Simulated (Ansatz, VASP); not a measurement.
## Si2Mo in VASP and in Ansatz

File INCAR:

```
  ALGO = Normal
  DIPOL = 0.5 0.5 0.294
  EDIFF = 1E-7
  ENCUT = 520
  GGA = PE
  IDIPOL = 3
  ISIF = 2
  ISMEAR = 0
  ISPIN = 2
  LASPH = True
  LCHARG = False
  LDIPOL = True
  LMAXMIX = 4
  LORBIT = 11
  LREAL = False
  LWAVE = False
  MAGMOM = 0 0 1.26
  NBANDS = 22
  NELM = 150
  PREC = Accurate
  SIGMA = 0.1
```

The input KPOINTS:

```
k-points
0
Gamma
  12 12 1
```

POSCAR

```
Si2Mo
1.0
    4.3771217232     -0.0000002473      0.0000000000
   -2.1885606474      3.7906987314      0.0000000000
    0.0000000000      0.0000000000     23.8000000000
Si Mo
2 1
Direct
    0.6666666667      0.3333333333      0.2941176471
    0.3333333333      0.6666666667      0.2941176471
    0.0000000000      0.0000000000      0.2941176471
```

Input for Ansatz:

```yaml
crystal:
  lattice:
    - [4.3771217232, -2.473e-07, 0.0]
    - [-2.1885606474, 3.7906987314, 0.0]
    - [0.0, 0.0, 23.8]
  atoms:
    - { symbol: Si, position: [0.6666666667, 0.3333333333, 0.2941176471] }
    - { symbol: Si, position: [0.3333333333, 0.6666666667, 0.2941176471] }
    - { symbol: Mo, position: [0.0, 0.0, 0.2941176471], spin: 1.26 }
  periodic: [true, true, false]
basis:
  ecutwfc: 420
kpoints:
  mp_grid: { grid: [12, 12, 1] }
  band_path:
    path:
      - [0.0, 0.0, 0.0]
      - [0.5, 0.0, 0.0]
      - [0.33333333, 0.33333333, 0.0]
      - [0.0, 0.0, 0.0]
    npoints: 14
hamiltonian:
  xc: pbe
scf:
  occupations: { method: gaussian, width: 0.1 }
  n_extra_bands: 7
output:
  forces: true
  stress: true
  eigenvalues: true
  populations: true
  dos: { projected: true, de: 0.02, nscf_kmesh: { grid: [15, 15, 1] } }
  bader: true
  write_density: true
  write_potential: true
  elf: true
  volumetric_format: npy
magnetization:
  spin_polarized: true
checkpoint:
  read: start.run
  write: ck
  compress: false
  write_wavefunctions: false
  write_every: 100000
```

The cell was built by a generator and needn't be a form met in nature.

Alike in both runs: task single point; functional PBE; k mesh 12 × 12 × 1; occupations gaussian, width 0.1 eV; collinear spin.

```csv
,VASP,Ansatz
version,VASP 6.6.1,Ansatz 0.2.0
potentials or method,"VASP PAW PBE potentials, release 64 (Si, Mo_sv)","scalar-relativistic, plane waves, PAW"
plane-wave cutoff (eV),520,420
valence electrons in the cell,22,22
```

|  | VASP | Ansatz | Ansatz less VASP |
| --- | --- | --- | --- |
| gap on the k mesh at the Fermi level (eV) | none | none | - |
| net moment per atom (μB) | 0.57 | 0.57 | 0.000 |
| size of the moment on the site where the two differ most (μB) | 1.42 | 1.14 | -0.278 |

Site moments also hang on the region over which each program counts them. A gap of «none» marks a metal or a gap that the smearing closes. Ansatz warned: «stability_check_not_made».
